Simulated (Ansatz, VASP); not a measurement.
Given: the input of a run of VASP 6.6.1 on C. This isn't the form of C at room conditions, which is graphite.

INCAR

```
  PREC = Accurate
  ENCUT = 600
  EDIFF = 1E-6
  ISMEAR = -1
  SIGMA = 0.05
  LREAL = False
  LASPH = True
  NELM = 80
  ALGO = Normal
  ISIF = 3
  LWAVE = False
  LCHARG = False
  GGA = B5
  ALDAX = 1.0
  AGGAX = 1.0
  AGGAC = 1.0
  ALDAC = 0.0
  IBRION = 2
  NSW = 60
  EDIFFG = -0.01
```

KPOINTS

```
regular mesh
0
Gamma
  10 10 10
```

File POSCAR:

```
C
1.0
    2.6197200000      0.0000000000      0.0000000000
    0.0000000000      2.6197200000      0.0000000000
    0.0000000000      0.0000000000      2.6197200000
C
3
Direct
    0.0000000000      0.5000000000      0.5000000000
    0.5000000000      0.0000000000      0.5000000000
    0.5000000000      0.5000000000      0.0000000000
```

Potentials or basis: VASP PAW PBE potentials, release 64 (C).

Run with:

```console
$ cat potpaw_PBE.64/C/POTCAR > POTCAR
$ mpirun -np 1 vasp_std > vasp.out
```

Task: Translate it to Ansatz 0.2.0. Potentials or basis there: Ansatz PAW, cutoff 420 eV.

Result: As run (cutoffs and basis follow the program's own potentials, and thresholds, step limits or extra output files can differ):

input.yaml

```yaml
crystal:
  lattice:
    - [2.61972, 0.0, 0.0]
    - [0.0, 2.61972, 0.0]
    - [0.0, 0.0, 2.61972]
  atoms:
    - { symbol: C, position: [0.0, 0.5, 0.5] }
    - { symbol: C, position: [0.5, 0.0, 0.5] }
    - { symbol: C, position: [0.5, 0.5, 0.0] }
hamiltonian:
  xc: blyp
  pseudopotentials: { kind: paw }
kpoints:
  mp_grid: { grid: [10, 10, 10] }
scf:
  occupations: { method: fermi_dirac, width: 0.05 }
output:
  forces: true
  stress: true
  eigenvalues: true
  write_density: true
  write_potential: true
  elf: true
  volumetric_format: npy
relax:
  f_tol: 0.01
  max_steps: 40
  cell: { stress_tol: 0.05 }
```

Potentials or basis: Ansatz PAW.

The run is started by

```sh
$ ansatz run input.yaml --threads 2 --pin off --max-ram 5632MiB --backend cpu --events-out ev --progress --plain --runs-dir out
```

Both were run:

|  | VASP | Ansatz |
| --- | --- | --- |
| Relaxed volume | 6.75 Å³/atom | 6.75 Å³/atom |
| Relaxed cell | a = 2.726 Å, b = 2.726 Å, c = 2.726 Å, α = 90.00°, β = 90.00°, γ = 90.00° | a = 2.726 Å, b = 2.726 Å, c = 2.726 Å, α = 90.00°, β = 90.00°, γ = 90.00° |
| Space group after relaxing | Pm-3m (No. 221) | Pm-3m (No. 221) |
| Pressure after relaxing | 0.1 GPa | 0.0 GPa |

Ansatz's pressure holds a Pulay term of +0.56 GPa for its cutoff of 420 eV, which the other run lacks.

VASP's potentials were made for PBE. Ansatz's potentials were made for PBE.

Where Ansatz's input types no cutoff or centring, it takes its own default and a Γ-centred mesh.

Pressure is positive in compression.
